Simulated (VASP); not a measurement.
**Dielectric function of ZnS (Wurtzite-2H)**

Aim: the dielectric function of ZnS (Wurtzite-2H) for independent particles, and its static limit with local fields. The cell is of the wurtzite type, one of the forms listed for this formula. The start is a cell from a database of measured crystal structures.

Method: PBE; plane waves and PAW (Zn, S), in the first sound run; inputs show where later runs differ, in VASP 6.6.1.

The database entry behind the starting cell differs from later determinations by our own check (about 0.4 % short), so it need not match the best structure at ambient conditions.

### 1. Starting point

Symmetry: P6_3mc, No. 186, hexagonal system. Conventional cell: a = 3.811 Å, b = 3.811 Å, c = 6.234 Å, α = 90.00°, β = 90.00°, γ = 120.00°. Nearest to Zn lie 4 S at 2.31 to 2.40 Å. Nearest to S lie 4 Zn at 2.31 to 2.40 Å. Farther neighbours and most contacts between anions are not listed.

Structure file:

```cif
data_structure
_symmetry_space_group_name_H-M 'P6_3mc'
_symmetry_Int_Tables_number 186
_cell_length_a 3.8110
_cell_length_b 3.8110
_cell_length_c 6.2340
_cell_angle_alpha 90.000
_cell_angle_beta 90.000
_cell_angle_gamma 120.000
_cell_volume 78.41
loop_
_atom_site_label
_atom_site_type_symbol
_atom_site_symmetry_multiplicity
_atom_site_Wyckoff_symbol
_atom_site_fract_x
_atom_site_fract_y
_atom_site_fract_z
_atom_site_occupancy
Zn1 Zn 2 b 0.66667 0.33333 0.50000 1
S1 S 2 b 0.66667 0.33333 0.88500 1
```

### 2. Ground state

The ground state comes first.

Input file INCAR:

```
SYSTEM = ZnS
PREC = Accurate
ENCUT = 400
EDIFF = 1E-07
NELM = 100
ISMEAR = 0
SIGMA = 0.05
LREAL = .FALSE.
ALGO = Normal
GGA = PE
NBANDS = 24
LORBIT = 11
LWAVE = .FALSE.
LCHARG = .FALSE.
KPAR = 4
```

Input file POSCAR:

```
ZnS
1.0
    3.8110000000      0.0000000000      0.0000000000
   -1.9055000000      3.3004228138      0.0000000000
    0.0000000000      0.0000000000      6.2340000000
Zn S
2 2
Direct
    0.6666666667      0.3333333333      0.5000000000
    0.3333333333      0.6666666667      0.0000000000
    0.6666666667      0.3333333333      0.8850000000
    0.3333333333      0.6666666667      0.3850000000
```

Input file KPOINTS:

```
Automatic mesh
0
Gamma
7 7 4
0 0 0
```

PAW data sets: Zn and S (PBE family, release 64).

Command:

```bash
$ mpirun -np 4 vasp_std
```

The log of the run:

```text
[banner, memory and clock lines left out]
running    4 mpi-ranks, on    1 nodes
 distrk:  each k-point on    1 cores,    4 groups
 distr:  one band on    1 cores,    1 groups

 POSCAR found type information on POSCAR ZnS
 POSCAR found :  2 types and       4 ions
 LDA part: xc-table for (Slater+PW92), standard interpolation
 POSCAR, INCAR and KPOINTS ok, starting setup
 FFT: planning ... GRIDC
 FFT: planning ... GRID_SOFT
 FFT: planning ... GRID
 WAVECAR not read
 entering main loop
       N       E                     dE             d eps       ncg     rms          rms(c)
DAV:   1     0.209650538709E+03    0.20965E+03   -0.14973E+04  1152   0.151E+03
DAV:   2     0.338448104940E+01   -0.20627E+03   -0.20017E+03  1240   0.323E+02
DAV:   3    -0.141840734066E+02   -0.17569E+02   -0.17485E+02  1464   0.101E+02
DAV:   4    -0.145037223610E+02   -0.31965E+00   -0.31953E+00  1328   0.140E+01
DAV:   5    -0.145098504405E+02   -0.61281E-02   -0.61276E-02  1496   0.184E+00    0.992E+00
DAV:   6    -0.136457031429E+02    0.86415E+00   -0.18536E+00  1760   0.400E+01    0.767E+00
DAV:   7    -0.136581086821E+02   -0.12406E-01   -0.15988E+00  1280   0.725E+00    0.343E+00
DAV:   8    -0.136463646514E+02    0.11744E-01   -0.65090E-02  1544   0.302E+00    0.107E+00
DAV:   9    -0.136470108762E+02   -0.64622E-03   -0.14570E-02  1624   0.190E+00    0.255E-01
DAV:  10    -0.136471438630E+02   -0.13299E-03   -0.92447E-04  1360   0.399E-01    0.127E-01
DAV:  11    -0.136473838357E+02   -0.23997E-03   -0.43709E-04  1296   0.132E-01    0.915E-02
DAV:  12    -0.136473779091E+02    0.59266E-05   -0.17128E-05  1496   0.340E-02    0.726E-03
DAV:  13    -0.136473813763E+02   -0.34672E-05   -0.49532E-06  1272   0.132E-02    0.295E-03
DAV:  14    -0.136473814857E+02   -0.10945E-06   -0.23213E-07  1232   0.863E-03    0.455E-04
DAV:  15    -0.136473815810E+02   -0.95283E-07   -0.99851E-08   888   0.349E-03
   1 F= -.13647382E+02 E0= -.13647382E+02  d E =-.583648E-17
```

It took 6.4 s on 4 MPI ranks of AMD EPYC 9R45, shared host; peak memory 0.64 GiB; 24 s of CPU time.

Lines that name or quote the potential files are left out of all logs, and their timing lines are given in words.

Parts of OUTCAR (step 2):

```text
ion  position               nearest neighbor table
   1  0.667  0.333  0.500-   4 2.31   4 2.31   4 2.31   3 2.40
   2  0.333  0.667  0.000-   3 2.31   3 2.31   3 2.31   4 2.40
   3  0.667  0.333  0.885-   2 2.31   2 2.31   2 2.31   1 2.40
   4  0.333  0.667  0.385-   1 2.31   1 2.31   1 2.31   2 2.40

  LATTYP: Found a hexagonal cell.
 ALAT       =     3.8110000000
 C/A-ratio  =     1.6357911309

 Subroutine GETGRP returns: Found 12 space group operations
 (whereof  6 operations were pure point group operations)

The static configuration has the point symmetry C_3v.
 The point group associated with its full space group is C_6v.

 Found     24 irreducible k-points:

   k-points           NKPTS =     24   k-points in BZ     NKDIM =     24   number of bands    NBANDS=     24

   dimension x,y,z NGX =    28 NGY =   28 NGZ =   42
   dimension x,y,z NGXF=    56 NGYF=   56 NGZF=   84

   ENCUT  =  400.0 eV  29.40 Ry    5.42 a.u.   6.21  6.21 10.17*2*pi/ulx,y,z

   NELECT =      36.0000    total number of electrons

 k-points in reciprocal lattice and weights: Automatic mesh
   0.00000000  0.00000000  0.00000000       0.005
   0.14285714  0.00000000  0.00000000       0.031
   0.28571429  0.00000000  0.00000000       0.031
   0.42857143  0.00000000  0.00000000       0.031
   0.14285714  0.14285714  0.00000000       0.031
   0.28571429  0.14285714  0.00000000       0.061
   0.42857143  0.14285714  0.00000000       0.031
   0.28571429  0.28571429  0.00000000       0.031
   0.00000000  0.00000000  0.25000000       0.010
[...]
0.42857143  0.14285714  0.50000000       0.031
   0.28571429  0.28571429  0.50000000       0.031

 average (electrostatic) potential at core
       1 -36.2130       2 -36.2130       3 -88.5233       4 -88.5233

 E-fermi :   2.4432

 k-point     1 :       0.0000    0.0000    0.0000
  band No.  band energies     occupation
    ...
     14       1.3079      2.00000
     15       1.3079      2.00000
     16       2.1546      2.00000
     17       2.1546      2.00000
     18       2.1647      2.00000
     19       4.4148      0.00000
     20       5.1595      0.00000
     21       8.4639      0.00000
     22       8.4639      0.00000
     23       8.7717      0.00000
    ...

 k-point     2 :       0.1429    0.0000    0.0000
  band No.  band energies     occupation
    ...
     14       0.3145      2.00000
     15       0.9931      2.00000
     16       1.0859      2.00000
     17       1.9657      2.00000
     18       1.9939      2.00000
     19       5.3503      0.00000
     20       5.9968      0.00000
     21       8.0150      0.00000
     22       8.8882      0.00000
     23       8.9963      0.00000
    ...

 k-point     3 :       0.2857    0.0000    0.0000
  band No.  band energies     occupation
    ...
     14      -1.1197      2.00000
     15      -0.4523      2.00000
     16       0.3952      2.00000
     17       1.4623      2.00000
     18       1.5473      2.00000
     19       6.1260      0.00000
     20       6.2624      0.00000
     21       8.0449      0.00000
     22       8.7654      0.00000
     23       9.3803      0.00000
    ...

  Total        1.4640178      1.4640178      0.4277520      0.0000000     -0.0000000      0.0000000
  in kB       29.9144907     29.9144907      8.7403187      0.0000000     -0.0000000      0.0000000
  external PRESSURE =      22.8564334 kB  Pullay stress =       0.0000000 kB

  energy-cutoff  :      400.00
  volume of cell :       78.41
      direct lattice vectors                 reciprocal lattice vectors
     3.811000000  0.000000000  0.000000000     0.262398321  0.151495741  0.000000000
    -1.905500000  3.300422814  0.000000000     0.000000000  0.302991482  0.000000000
     0.000000000  0.000000000  6.234000000     0.000000000  0.000000000  0.160410651

 POSITION                                       TOTAL-FORCE (eV/Angst)
 -----------------------------------------------------------------------------------
      1.90550      1.10014      3.11700         0.000000     -0.000000      0.326852
     -0.00000      2.20028      0.00000        -0.000000      0.000000      0.326852
      1.90550      1.10014      5.51709        -0.000000     -0.000000     -0.326852
     -0.00000      2.20028      2.40009        -0.000000      0.000000     -0.326852
 -----------------------------------------------------------------------------------
    total drift:                               -0.000000     -0.000000      0.000252

  FREE ENERGIE OF THE ION-ELECTRON SYSTEM (eV)
  ---------------------------------------------------
  free  energy   TOTEN  =       -13.6473815810 eV

  energy  without entropy=      -13.6473815810  energy(sigma->0) =      -13.64738158

 total charge
# of ion       s       p       d       tot
------------------------------------------
    1        0.521   0.481   9.800  10.803
    2        0.521   0.481   9.800  10.803
    3        1.315   2.442   0.000   3.757
    4        1.315   2.442   0.000   3.757
--------------------------------------------------
tot          3.671   5.847  19.601  29.119

[... 3 further parts left out ...]
```

The gap is read on the k-mesh alone, so it is an upper bound where the band edges lie off the mesh.

This step gave:

- free energy (TOTEN): -13.65 eV
- Fermi energy: 2.443 eV
- pressure: 2.286 GPa
- gap on the k-mesh: 2.250 eV
- least direct gap on the k-mesh: 2.250 eV

The cell has a gap of 2.25 eV on this mesh and a pressure of +2.3 GPa, which holds the misfit of the given cell and coordinates with this functional, and any error of cutoff, mesh and data sets. Forces of up to 0.33 eV/Å remain in these settings.

### 3. Spectrum

LOPTICS sums the direct transitions; the mesh is finer and NBANDS larger than for the ground state.

INCAR, as its differences from that of step 2:

```diff
@@ -10,4 +10,3 @@
 GGA = PE
-NBANDS = 24
-LORBIT = 11
+NBANDS = 56
 LWAVE = .FALSE.
@@ -15 +14,4 @@
 KPAR = 4
+LOPTICS = .TRUE.
+NEDOS = 2000
+CSHIFT = 0.2
```

POSCAR is that of step 2.

Input file KPOINTS:

```
Automatic mesh
0
Gamma
10 10 5
0 0 0
```

Command:

```bash
$ mpirun -np 4 vasp_std
```

The log of the run:

```text
[... set-up lines as in an earlier step ...]
 entering main loop
       N       E                     dE             d eps       ncg     rms          rms(c)
DAV:   1     0.273377863485E+03    0.27338E+03   -0.11058E+04  5056   0.652E+02
DAV:   2     0.237033755204E+02   -0.24967E+03   -0.21400E+03  4752   0.202E+02
DAV:   3    -0.134772667319E+02   -0.37181E+02   -0.35956E+02  5520   0.697E+01
DAV:   4    -0.145058099067E+02   -0.10285E+01   -0.10262E+01  5528   0.126E+01
DAV:   5    -0.145104535320E+02   -0.46436E-02   -0.46434E-02  5432   0.845E-01    0.989E+00
DAV:   6    -0.136995319001E+02    0.81092E+00   -0.40361E-01  7016   0.172E+01    0.753E+00
DAV:   7    -0.136490555486E+02    0.50476E-01   -0.32775E-01  5816   0.264E+00    0.353E+00
DAV:   8    -0.136483099701E+02    0.74558E-03   -0.10659E-02  5800   0.114E+00    0.761E-01
DAV:   9    -0.136479400150E+02    0.36996E-03   -0.33939E-03  5496   0.259E-01    0.121E-01
DAV:  10    -0.136480487085E+02   -0.10869E-03   -0.35854E-04  5600   0.639E-02    0.123E-01
DAV:  11    -0.136481360451E+02   -0.87337E-04   -0.87989E-06  5336   0.131E-02    0.603E-02
DAV:  12    -0.136482772042E+02   -0.14116E-03   -0.11495E-04  5288   0.325E-02    0.352E-02
DAV:  13    -0.136482780040E+02   -0.79988E-06   -0.27189E-06  5584   0.538E-03    0.136E-02
DAV:  14    -0.136482780066E+02   -0.25339E-08   -0.47520E-07  5304   0.430E-03
   1 F= -.13648278E+02 E0= -.13648278E+02  d E =-.339185E-12
 optical routines
 imaginary and real dielectric function
 recalculating local potential from charge density
 direction            1
 direction            2
 direction            3
```

It took 21 s on 4 MPI ranks; peak memory 1.2 GiB.

From OUTCAR (step 3):

```text
 Found     42 irreducible k-points:

   k-points           NKPTS =     42   k-points in BZ     NKDIM =     42   number of bands    NBANDS=     56

   NELECT =      36.0000    total number of electrons

 E-fermi :   2.3833

 k-point     1 :       0.0000    0.0000    0.0000
  band No.  band energies     occupation
    ...
     14       1.3074      2.00000
     15       1.3074      2.00000
     16       2.1540      2.00000
     17       2.1540      2.00000
     18       2.1641      2.00000
     19       4.4145      0.00000
     20       5.1593      0.00000
     21       8.4638      0.00000
     22       8.4638      0.00000
     23       8.7716      0.00000
    ...

 k-point     2 :       0.1000    0.0000    0.0000
  band No.  band energies     occupation
    ...
     14       0.7552      2.00000
     15       1.1422      2.00000
     16       1.5370      2.00000
     17       2.0587      2.00000
     18       2.0818      2.00000
     19       4.9735      0.00000
     20       5.6643      0.00000
     21       8.1603      0.00000
     22       8.6891      0.00000
     23       8.9550      0.00000
    ...

  Total        1.4718250      1.4718250      0.4427796      0.0000000      0.0000000      0.0000000
  in kB       30.0740164     30.0740164      9.0473797      0.0000000      0.0000000      0.0000000
  external PRESSURE =      23.0651375 kB  Pullay stress =       0.0000000 kB

 POSITION                                       TOTAL-FORCE (eV/Angst)
 -----------------------------------------------------------------------------------
      1.90550      1.10014      3.11700        -0.000000      0.000000      0.326434
     -0.00000      2.20028      0.00000         0.000000      0.000000      0.326434
      1.90550      1.10014      5.51709         0.000000     -0.000000     -0.326434
     -0.00000      2.20028      2.40009         0.000000      0.000000     -0.326434
 -----------------------------------------------------------------------------------
    total drift:                               -0.000000     -0.000000      0.000297

  FREE ENERGIE OF THE ION-ELECTRON SYSTEM (eV)
  ---------------------------------------------------
  free  energy   TOTEN  =       -13.6482780066 eV

  energy  without entropy=      -13.6482780066  energy(sigma->0) =      -13.64827801

 plasma frequency squared (from intraband transitions) (eV^2)
  --------------------------------------------------------------------------------------
       0.000       0.000       0.000
       0.000       0.000       0.000
       0.000       0.000       0.000

[... 7 parts as in an earlier step ...]

[... 6 further parts left out ...]
```

These are independent-particle spectra without excitons or local fields, and fine structure depends on the mesh and on CSHIFT.

Numbers from this step:

```yaml
fermi_energy: 2.383 eV
pressure: 2.307 GPa
```

The imaginary dielectric function has structure finer than the step of the table below, so its rows give means over 0.5 eV, whole bins alone (the curve runs from 0 to 25.0 eV). Peaks (eV: height): xx 5.51: 10.4, 6.62: 10.4; zz 5.43: 11.1, 6.62: 10.3.

Absorption under the direct gap is the tail of the CSHIFT broadening, and fine structure depends on the mesh. The imaginary dielectric function by photon energy; means over each step:

```csv
photon energy (eV),xx,zz
0.5,0.0342,0.0365
1.0,0.0750,0.0808
1.5,0.140,0.154
2.0,0.355,0.414
2.5,0.619,0.801
3.0,1.19,1.39
3.5,1.89,1.68
4.0,2.97,2.89
4.5,5.10,5.64
5.0,7.25,9.53
5.5,9.93,10.0
6.0,8.77,7.23
6.5,9.74,9.31
7.0,9.64,9.37
7.5,7.63,6.95
8.0,5.99,5.80
8.5,5.78,5.18
9.0,4.30,4.18
9.5,3.33,3.39
10.0,3.19,3.11
10.5,2.96,2.82
11.0,2.06,2.19
11.5,1.66,1.86
12.0,1.57,1.53
12.5,1.30,1.13
13.0,1.10,1.10
13.5,0.961,1.09
14.0,0.864,0.941
14.5,0.768,0.800
15.0,0.677,0.776
15.5,0.616,0.659
16.0,0.541,0.571
16.5,0.504,0.518
17.0,0.506,0.489
17.5,0.442,0.405
18.0,0.405,0.383
18.5,0.440,0.399
19.0,0.416,0.422
19.5,0.401,0.439
20.0,0.380,0.401
20.5,0.330,0.358
21.0,0.274,0.288
21.5,0.276,0.285
22.0,0.273,0.278
22.5,0.265,0.270
23.0,0.247,0.247
23.5,0.219,0.221
24.0,0.184,0.187
24.5,0.169,0.183
```

The real dielectric function by photon energy:

| photon energy (eV) | xx | zz |
| --- | --- | --- |
| 0 | 6.19 | 6.25 |
| 1 | 6.37 | 6.43 |
| 2 | 7.06 | 7.20 |
| 3 | 7.81 | 7.38 |
| 4 | 8.97 | 9.57 |
| 5 | 8.85 | 7.71 |
| 6 | 3.28 | 3.00 |
| 7 | 0.129 | -0.363 |
| 8 | -1.53 | -1.10 |
| 9 | -2.46 | -1.64 |
| 10 | -1.48 | -1.26 |
| 11 | -1.96 | -1.45 |
| 12 | -1.21 | -1.41 |
| 13 | -0.888 | -0.658 |
| 14 | -0.642 | -0.656 |
| 15 | -0.429 | -0.429 |
| 16 | -0.225 | -0.252 |
| 17 | -0.0527 | -0.0827 |
| 18 | 0.0865 | 0.0929 |
| 19 | 0.156 | 0.214 |
| 20 | 0.187 | 0.203 |
| 21 | 0.252 | 0.236 |
| 22 | 0.321 | 0.317 |
| 23 | 0.347 | 0.365 |
| 24 | 0.399 | 0.413 |

(Continued in part 2 of 3.)

[Lines on the potential files, build, host, timing and source positions are cut from VASP's logs without a mark.]

[Logs are printed without paths, hosts, clocks, repeated set-up lines and the standing remarks that a program may print on its own settings, such as how far it seeks lower states.]

[Hosts, paths, dates, database ids (printed as entryN), source tags and the programs' standing remarks are cut or masked in the printed files.]
